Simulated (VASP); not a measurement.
# Mn3Sn (P6_3/mmc) in VASP: single point with PBE

Aim: the single point of Mn3Sn with PBE.

Program: VASP 6.6.1. These are calculated values, not measurements. Logs are shortened: lines on timing, memory, paths and dates and some standing lists are left out, and cuts for length are marked.

### Step 1. Starting point

The structure is hexagonal, space group P6_3/mmc (No. 194). Conventional cell: a = 5.670 Å, b = 5.670 Å, c = 4.530 Å, α = 90.00°, β = 90.00°, γ = 120.00°. Mn (site symmetry mm2) has 4 Sn at 2.79 to 2.84 Å and 8 Mn at 2.80 to 2.84 Å as nearest neighbours. Sn (site symmetry -6m2) is surrounded by 12 Mn at 2.79 to 2.84 Å.

### Step 2. Single point, PBE, collinear spin, typed start

INCAR

```
ALGO = Normal ; EDIFF = 1E-6
ENCUT = 520 ; GGA = PE
ISIF = 2 ; ISMEAR = -1
ISPIN = 2 ; LASPH = T
LCHARG = T ; LELF = T
LMAXMIX = 4 ; LORBIT = 11
LREAL = F ; LVHAR = T
LWAVE = F ; MAGMOM = 4.5 -4.5 4.5 -4.5 4.5 -4.5 0 0
NBANDS = 67 ; NELM = 150
PREC = Accurate ; SIGMA = 0.1
```

KPOINTS

```
k-points
0
Gamma
  5 5 5
```

POSCAR

```
Mn3Sn
1.0
    5.6699982500      0.0000000000      0.0000000000
   -2.8349991300      4.9103625200      0.0000000000
    0.0000000000      0.0000000000      4.5300000000
Mn Sn
6 2
Direct
    0.8330000000      0.6660000000      0.2500000000
    0.1670000000      0.8330000000      0.7500000000
    0.3340000000      0.1670000000      0.2500000000
    0.1670000000      0.3340000000      0.7500000000
    0.8330000000      0.1670000000      0.2500000000
    0.6660000000      0.8330000000      0.7500000000
    0.3333333300      0.6666666700      0.2500000000
    0.6666666700      0.3333333300      0.7500000000
```

Potentials or basis: VASP PAW PBE potentials, release 64 (Mn_pv, Sn_d).

Launch:

```sh
cat potpaw_PBE.64/Mn_pv/POTCAR potpaw_PBE.64/Sn_d/POTCAR > POTCAR
mpirun -np 1 vasp_std > vasp.out
```

OUTCAR:

```text
EDIFF = 1E-6
   ENCUT = 520
   GGA = PE
   ISIF = 2
   ISMEAR = -1
   ISPIN = 2
   LASPH = T
   LORBIT = 11
   LREAL = F
   NELM = 150
   PREC = Accurate

 ion  position               nearest neighbor table
   1  0.833  0.666  0.250-   8 2.79   8 2.79   2 2.80   2 2.80   6 2.80   6 2.80   3 2.83   5 2.83
                             7 2.84   7 2.84   3 2.84   5 2.84
   2  0.167  0.833  0.750-   7 2.79   7 2.79   3 2.80   3 2.80   1 2.80   1 2.80   4 2.83   6 2.83
                             8 2.84   8 2.84   4 2.84   6 2.84
   3  0.334  0.167  0.250-   8 2.79   8 2.79   2 2.80   2 2.80   4 2.80   4 2.80   1 2.83   5 2.83
                             7 2.84   7 2.84   1 2.84   5 2.84
   4  0.167  0.334  0.750-   7 2.79   7 2.79   5 2.80   5 2.80   3 2.80   3 2.80   6 2.83   2 2.83
                             8 2.84   8 2.84   6 2.84   2 2.84
   5  0.833  0.167  0.250-   8 2.79   8 2.79   6 2.80   6 2.80   4 2.80   4 2.80   1 2.83   3 2.83
                             7 2.84   7 2.84   1 2.84   3 2.84
   6  0.666  0.833  0.750-   7 2.79   7 2.79   5 2.80   5 2.80   1 2.80   1 2.80   4 2.83   2 2.83
                             8 2.84   8 2.84   4 2.84   2 2.84
   7  0.333  0.667  0.250-   2 2.79   2 2.79   4 2.79   4 2.79   6 2.79   6 2.79   3 2.84   1 2.84
                             5 2.84   5 2.84   3 2.84   1 2.84
   8  0.667  0.333  0.750-   5 2.79   5 2.79   1 2.79   1 2.79   3 2.79   3 2.79   6 2.84   4 2.84
                             2 2.84   2 2.84   6 2.84   4 2.84

  LATTYP: Found a hexagonal cell.
 ALAT       =     5.6699982500
 C/A-ratio  =     0.7989420455

  Lattice vectors:

 A1 = (   5.6699982500,   0.0000000000,   0.0000000000)
 A2 = (  -2.8349991300,   4.9103625200,   0.0000000000)
 A3 = (   0.0000000000,   0.0000000000,   4.5300000000)

Analysis of symmetry for initial positions (statically):
=====================================================================
 Subroutine PRICEL returns:
 Original cell was already a primitive cell.

 Routine SETGRP: Setting up the symmetry group for a
 hexagonal supercell.

 Subroutine GETGRP returns: Found 24 space group operations
 (whereof 12 operations were pure point group operations)
 out of a pool of 24 trial point group operations.

The static configuration has the point symmetry D_3d.
 The point group associated with its full space group is D_6h.

Analysis of symmetry for dynamics (positions and initial velocities):
=====================================================================
 Subroutine PRICEL returns:
 Original cell was already a primitive cell.

 Routine SETGRP: Setting up the symmetry group for a
 hexagonal supercell.

[... 168 lines left out ...]
  ---------------------------------------------------
  free energy    TOTEN  =       -60.25659423 eV

  energy without entropy =      -59.91497526  energy(sigma->0) =      -60.08578475

 E-fermi :   9.0061     XC(G=0): -12.1338

 val. band max:        9.0026403289   @ k =   0.4000   0.2000   0.2000
 cond. band min:       9.0303095692   @ k =   0.4000   0.2000   0.0000
 fundamental gap:      0.0276692403
 Fermi energy:         9.0061046304

 spin component 1

 k-point     1 :       0.0000    0.0000    0.0000
  band No.  band energies     occupation
      1     -40.4752      1.00000
      2     -40.4600      1.00000
      3     -40.4600      1.00000
      4     -40.3955      1.00000
      5     -40.3955      1.00000
      6     -40.3433      1.00000
[... 1009 lines left out ...]
     64      10.7513      0.00000
     65      11.1624      0.00000
 Fermi energy:         9.0061046304

 spin component 2

 k-point     1 :       0.0000    0.0000    0.0000
  band No.  band energies     occupation
      1     -40.4752      1.00000
      2     -40.4600      1.00000
      3     -40.4600      1.00000
      4     -40.3955      1.00000
      5     -40.3955      1.00000
      6     -40.3433      1.00000
[... 1009 lines left out ...]
     64      10.7513      0.00000
     65      11.1624      0.00000
 [bands above 65 left out]

------------------------ aborting loop because EDIFF is reached ----------------------------------------

  FORCE on cell =-STRESS in cart. coord.  units (eV):
  Direction    XX          YY          ZZ          XY          YZ          ZX
  --------------------------------------------------------------------------------------
  -------------------------------------------------------------------------------------
  Total       -4.9913764     -4.9913764     -3.1900259      0.0000000      0.0000000      0.0000000
  in kB      -63.4068564    -63.4068563    -40.5237946      0.0000001      0.0000000      0.0000000
  external PRESSURE =     -55.7791691 kB  Pullay stress =       0.0000000 kB

 VOLUME and BASIS-vectors are now :
 -----------------------------------------------------------------------------
  energy-cutoff  :      520.00
  volume of cell :      126.12
      direct lattice vectors                 reciprocal lattice vectors
     5.669998250  0.000000000  0.000000000     0.176366897  0.101825476  0.000000000
    -2.834999130  4.910362520  0.000000000     0.000000000  0.203650952  0.000000000
     0.000000000  0.000000000  4.530000000     0.000000000  0.000000000  0.220750552

 POSITION                                       TOTAL-FORCE (eV/Angst)
 -----------------------------------------------------------------------------------
      2.83500      3.27030      1.13250        -0.000000      0.418803     -0.000000
     -1.41466      4.09033      3.39750        -0.362694      0.209401      0.000000
      1.42033      0.82003      1.13250        -0.362694     -0.209401      0.000000
     -0.00000      1.64006      3.39750         0.000000     -0.418803      0.000000
      4.24966      0.82003      1.13250         0.362694     -0.209401      0.000000
      1.41466      4.09033      3.39750         0.362694      0.209401      0.000000
     -0.00000      3.27358      1.13250         0.000000     -0.000000      0.000000
      2.83500      1.63679      3.39750         0.000000     -0.000000      0.000000
 -----------------------------------------------------------------------------------
    total drift:                               -0.000023      0.000013      0.000000

  FREE ENERGIE OF THE ION-ELECTRON SYSTEM (eV)
  ---------------------------------------------------
  free  energy   TOTEN  =       -60.2565942342 eV

  energy  without entropy=      -59.9149752567  energy(sigma->0) =      -60.08578475

 total charge

# of ion       s       p       d       tot
------------------------------------------
    1        0.292   6.226   5.049  11.568
    2        0.292   6.226   5.049  11.568
    3        0.292   6.226   5.049  11.568
    4        0.292   6.226   5.049  11.568
    5        0.292   6.226   5.049  11.568
    6        0.292   6.226   5.049  11.568
    7        1.093   1.365  10.042  12.500
    8        1.093   1.365  10.042  12.500
--------------------------------------------------
tot          3.940  40.088  50.378  94.406

 magnetization (x)

# of ion       s       p       d       tot
------------------------------------------
    1        0.020   0.022   2.921   2.962
    2       -0.020  -0.022  -2.921  -2.962
    3        0.020   0.022   2.921   2.962
    4       -0.020  -0.022  -2.921  -2.962
    5        0.020   0.022   2.921   2.962
    6       -0.020  -0.022  -2.921  -2.962
    7        0.009  -0.020   0.003  -0.008
    8       -0.009   0.020  -0.003   0.008
--------------------------------------------------
tot         -0.000   0.000   0.000   0.000
```

OSZICAR:

```text
N       E                     dE             d eps       ncg     rms          rms(c)
DAV:   1     0.144291654359E+04    0.14429E+04   -0.56633E+04  4156   0.241E+03
DAV:   2     0.125511510080E+03   -0.13174E+04   -0.12830E+04  4020   0.706E+02
DAV:   3    -0.516130573010E+02   -0.17712E+03   -0.16749E+03  4072   0.239E+02
DAV:   4    -0.636971624750E+02   -0.12084E+02   -0.11662E+02  4853   0.624E+01
DAV:   5    -0.640749148127E+02   -0.37775E+00   -0.37610E+00  5098   0.120E+01    0.291E+01
DAV:   6    -0.603499354232E+02    0.37250E+01   -0.65982E+01  4627   0.435E+01    0.169E+01
DAV:   7    -0.602599813165E+02    0.89954E-01   -0.88668E+00  4288   0.185E+01    0.652E+00
DAV:   8    -0.602943421294E+02   -0.34361E-01   -0.57476E-01  4775   0.316E+00    0.273E+00
DAV:   9    -0.602558271176E+02    0.38515E-01   -0.19384E-01  4680   0.226E+00    0.821E-01
DAV:  10    -0.602562572768E+02   -0.43016E-03   -0.21109E-02  4265   0.892E-01    0.274E-01
DAV:  11    -0.602563570150E+02   -0.99738E-04   -0.29023E-03  5092   0.323E-01    0.151E-01
DAV:  12    -0.602565892538E+02   -0.23224E-03   -0.29462E-04  4370   0.103E-01    0.608E-02
DAV:  13    -0.602565943690E+02   -0.51152E-05   -0.64866E-05  4892   0.384E-02    0.208E-02
DAV:  14    -0.602565942342E+02    0.13481E-06   -0.83083E-06  4073   0.165E-02
   1 F= -.60256594E+02 E0= -.60085785E+02  d E =-.341619E+00  mag=     0.0000
```

It took 2.4 min on 1 thread of Intel Xeon 6975P-C (Granite Rapids), shared host; peak memory 0.39 GiB.

What came out:

- Free energy: -60.2566 eV
- Pressure: -5.6 GPa
- Largest force: 0.419 eV/Å
- Band gap on the k mesh: none (metal or under the smearing width)
- Net moment: 0.00 μB per cell
- Site moments: Mn +2.96, -2.96; Sn -0.01, +0.01 μB
- Valence electrons inside the program's atomic spheres: Mn 11.57; Sn 12.50

Forces in eV/Å, atoms in the order of the input:
```
Mn   0.000  0.419  0.000
Mn  -0.363  0.209  0.000
Mn  -0.363 -0.209  0.000
Mn   0.000 -0.419  0.000
Mn   0.363 -0.209  0.000
Mn   0.363  0.209  0.000
Sn   0.000  0.000  0.000
Sn   0.000  0.000  0.000
```

Levels at points of the mesh, in eV from the Fermi level:
Spin up:
```csv
k point,band 50,band 51,band 52,band 53,band 54,band 55,band 56,band 57
"(0.00, 0.00, 0.00)",-0.47,-0.41,-0.26,-0.26,-0.06,-0.06,0.53,0.53
```
Spin down:
```
           k point  band 49  band 50  band 51  band 52  band 53  band 54  band 55  band 56  band 57  band 58
(0.00, 0.00, 0.00)    -1.21    -0.47    -0.41    -0.26    -0.26    -0.06    -0.06     0.53     0.53     1.42
```
